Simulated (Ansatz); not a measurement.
## InAs: relaxation of cell and atoms with PBEsol+D4

The system is InAs.

```
CELL_PARAMETERS angstrom
0.00000 3.01800 3.01800
3.01800 0.00000 3.01800
3.01800 3.01800 0.00000
ATOMIC_POSITIONS crystal
In 0.00000 0.00000 0.00000
As 0.75000 0.75000 0.75000
```

```json
{
  "Program": "Ansatz 0.2.0",
  "Task": "relaxation of cell and atoms",
  "Functional": "PBEsol",
  "Dispersion": "D4",
  "Potentials or basis": "Ansatz PAW",
  "Cutoff": "420 eV (not typed: the program's choice for these potentials)",
  "k mesh": "8 × 8 × 8",
  "Occupations": "fermi-dirac, width 0.05 eV",
  "Spin": "no spin polarisation"
}
```

The relaxed volume is 27.67 Å³/atom. The relaxed cell is a = 4.278 Å, b = 4.278 Å, c = 4.278 Å, α = 60.00°, β = 60.00°, γ = 60.00° and the space group after relaxing (to 0.05 Å) is F-43m (No. 216). The energy gained by relaxing is 0.2 meV/atom and the ionic steps are 4. The pressure after relaxing is 0.0 GPa and the band gap on the k mesh is none (metal or under the smearing width).

The path:
```csv
step,energy change (eV),largest force (eV/Å),volume (Å³)
1,0.0000,0.0000,54.98
2,-0.0003,0.0000,55.47
3,-0.0004,0.0000,55.34
4,-0.0005,0.0000,55.34
```

Final structure:
```
In As
1.0
     0.00000    3.02468    3.02468
     3.02468    0.00000    3.02468
     3.02468    3.02468    0.00000
In As
1 1
Direct
  0.00000 0.00000 0.00000
  0.75000 0.75000 0.75000
```

Levels at points of the mesh, in eV from the Fermi level:
| k point | band 12 | band 13 | band 14 | band 15 | band 16 | band 17 |
| --- | --- | --- | --- | --- | --- | --- |
| (0.00, 0.00, 0.00) | -0.34 | -0.05 | -0.05 | -0.05 | 3.82 | 3.82 |
| (0.00, 0.00, -0.50) | -5.85 | -1.04 | -1.04 | 0.83 | 4.58 | 4.58 |
| (0.00, -0.50, -0.50) | -5.92 | -2.38 | -2.38 | 1.40 | 1.94 | 9.02 |

It took 9 s on 2 threads of Intel(R) Xeon(R) Processor @ 2.70GHz, on a shared host, peak memory 0.4 GiB.

Caveat: the plane-wave basis is chosen anew once the cell has moved, so the energies of steps on either side of that aren't comparable; pairwise dispersion overbinds metals, which lowers pressure and volume; the PAW data sets come from PBE, with cores solved anew for the run's functional, which leaves a small shift of forces and pressure; this crystal is a semiconductor, whose small gap the functional closes, so the metal is an error of the method. Zero-point motion and thermal expansion aren't in these numbers.
